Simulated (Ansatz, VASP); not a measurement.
## Two plane-wave programs on BN

POSCAR

```
BN
1.0
    2.4913353509      0.0000000000      0.0000000000
   -1.2456676755      2.1575597032      0.0000000000
    0.0000000000      0.0000000000      4.0010591815
B N
2 2
Direct
    0.0000000000      0.0000000000      0.0000000000
    0.0000000000      0.0000000000      0.5000000000
    0.3333333333      0.6666666667      0.2500000000
    0.6666666667      0.3333333333      0.7500000000
```

File INCAR.step1:

```
SYSTEM = BN
PREC     = Accurate       ! precision mode
ENCUT    = 520            ! plane-wave cutoff, eV
ISMEAR   = 0              ! smearing method
SIGMA    = 0.01           ! smearing width, eV
LREAL    = .False.        ! projectors in reciprocal space
LASPH    = .True.         ! aspherical terms in the spheres
NELM     = 100            ! most SCF steps
NBANDS   = 16             ! bands
GGA      = PE             ! functional
ALGO     = Normal         ! electronic algorithm
EDIFF    = 1E-4           ! SCF threshold, eV
LWAVE    = .True.         ! write WAVECAR
LCHARG   = .False.        ! write CHGCAR
```

File INCAR.step2:

```
SYSTEM = BN
PREC     = Accurate       ! precision mode
ENCUT    = 520            ! plane-wave cutoff, eV
EDIFF    = 1E-6           ! SCF threshold, eV
ISMEAR   = 0              ! smearing method
SIGMA    = 0.01           ! smearing width, eV
LREAL    = .False.        ! projectors in reciprocal space
LASPH    = .True.         ! aspherical terms in the spheres
NELM     = 100            ! most SCF steps
ALGO     = Normal         ! electronic algorithm
ISIF     = 2              ! what is computed and relaxed
LWAVE    = .False.        ! write WAVECAR
LCHARG   = .False.        ! write CHGCAR
METAGGA  = R2SCAN         ! meta-GGA
LMIXTAU  = .True.       
NBANDS   = 16             ! bands
ISTART   = 1
```

Contents of KPOINTS:

```
Automatic mesh
0
Gamma
  9 9 6
  0 0 0
```

Input for Ansatz:

```yaml
crystal:
  lattice:
    - [2.4913353509, 0.0, 0.0]
    - [-1.2456676755, 2.1575597032, 0.0]
    - [0.0, 0.0, 4.0010591815]
  atoms:
    - { symbol: B, position: [0.0, 0.0, 0.0] }
    - { symbol: B, position: [0.0, 0.0, 0.5] }
    - { symbol: "N", position: [0.3333333333, 0.6666666667, 0.25] }
    - { symbol: "N", position: [0.6666666667, 0.3333333333, 0.75] }
kpoints:
  mp_grid: { grid: [9, 9, 6] }
hamiltonian:
  xc: r2scan
scf:
  occupations: { method: fixed }
  n_extra_bands: 5
output:
  forces: true
  stress: true
  eigenvalues: true
```

Alike in both runs: task single point; functional r2SCAN; k mesh 9 × 9 × 6; no spin polarisation.

|  | VASP | Ansatz |
| --- | --- | --- |
| version | VASP 6.6.1 | Ansatz 0.2.0 |
| potentials or method | VASP PAW PBE potentials, release 64 (B, N) | plane waves, PAW |
| plane-wave cutoff (eV) | 520 | 500 |
| occupations | gaussian, width 0.01 eV | fixed |
| valence electrons in the cell | 16 | 16 |

|  | VASP | Ansatz | Ansatz less VASP |
| --- | --- | --- | --- |
| gap on the k mesh at the Fermi level (eV) | 1.85 | 1.86 | +0.012 |
| pressure (GPa) | 0.3 | 0.0 | -0.35 |
| largest component of the traceless stress (GPa) | 0.11 | 0.01 | -0.103 |

Caveats: the PAW data sets were made with another functional, which shifts forces and pressure a little (VASP); an odd mesh through Γ misses points on the zone boundary, where band edges often lie.
